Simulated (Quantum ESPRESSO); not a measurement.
# AlAu: relaxation of cell and atoms with PBEsol

Crystal: AlAu.

```
CELL_PARAMETERS angstrom
3.22394 0.00000 0.00000
0.00000 3.22394 0.00000
0.00000 0.00000 3.22394
ATOMIC_POSITIONS crystal
Au 0.50000 0.50000 0.50000
Al 0.00000 0.00000 0.00000
```

The cell comes from a database or a generator and needn't be the stable form of this composition.

```yaml
Program: Quantum ESPRESSO 7.5
Task: relaxation of cell and atoms
Functional: PBEsol
Potentials_or_basis: GBRV 1.5 PBEsol
Cutoff: 707 eV
Density_cutoff: 5633 eV
k_mesh: 8 × 8 × 8
Occupations: fermi-dirac, width 0.05 eV
Spin: no spin polarisation
Target_pressure: 5 GPa
Mixing_beta: 0.5
Most_SCF_iterations: 120
SCF_threshold: 4e-10 Ry
Most_ionic_steps: 40
Forc_conv_thr: 0.0004 Ry/bohr
Etot_conv_thr: 1e-05 Ry
Ion_dynamics: bfgs
Cell_dynamics: bfgs
Press_conv_thr: 0.3 kbar
```

```json
{
  "Relaxed volume": "15.43 Å³/atom",
  "Relaxed cell": "a = 3.137 Å, b = 3.137 Å, c = 3.137 Å, α = 90.00°, β = 90.00°, γ = 90.00°",
  "Space group after relaxing (to 0.05 Å)": "Pm-3m (No. 221)",
  "Energy change on relaxing (the enthalpy is what falls)": "-4.9 meV/atom",
  "Ionic steps": "5",
  "Pressure after relaxing": "5.0 GPa",
  "Band gap on the k mesh": "none (metal or under the smearing width)"
}
```

The path:
```
step  energy change (eV)  largest force (eV/Å)  pressure (GPa)  volume (Å³)
   1              0.0000                0.0000           -5.31        33.51
   2             -0.0262                0.0000            0.82        31.78
   3             -0.0043                0.0000            5.83        30.70
   4             -0.0101                0.0000            4.95        30.87
   5             -0.0098                0.0000            5.00        30.86
```

Final structure:
```yaml
crystal:
  lattice:
    - [3.13668, 0.00000, 0.00000]
    - [0.00000, 3.13668, 0.00000]
    - [0.00000, 0.00000, 3.13668]
  atoms:
    - { symbol: Au, position: [0.50000, 0.50000, 0.50000] }
    - { symbol: Al, position: [0.00000, 0.00000, 0.00000] }
```

Levels at points of the mesh, in eV from the Fermi level:
```csv
k point,band 4,band 5,band 6,band 7,band 8,band 9,band 10,band 11
"(0.00, 0.00, 0.00)",-5.05,-5.05,-5.05,2.82,2.82,2.82,7.47,7.57
"(0.00, 0.00, -0.50)",-6.07,-6.07,-4.92,-3.46,5.56,7.38,7.38,8.43
"(0.00, -0.50, -0.50)",-5.82,-4.10,-3.92,-3.92,-1.26,1.06,7.45,11.00
"(-0.50, -0.50, -0.50)",-4.05,-4.05,-0.26,0.68,0.68,0.68,2.50,3.86
```

It took 39 s on 2 MPI ranks on Arm Neoverse V2, with other jobs on the host, peak memory 0.34 GiB a rank.

Spin-orbit coupling is left out, which matters for the levels of Au.
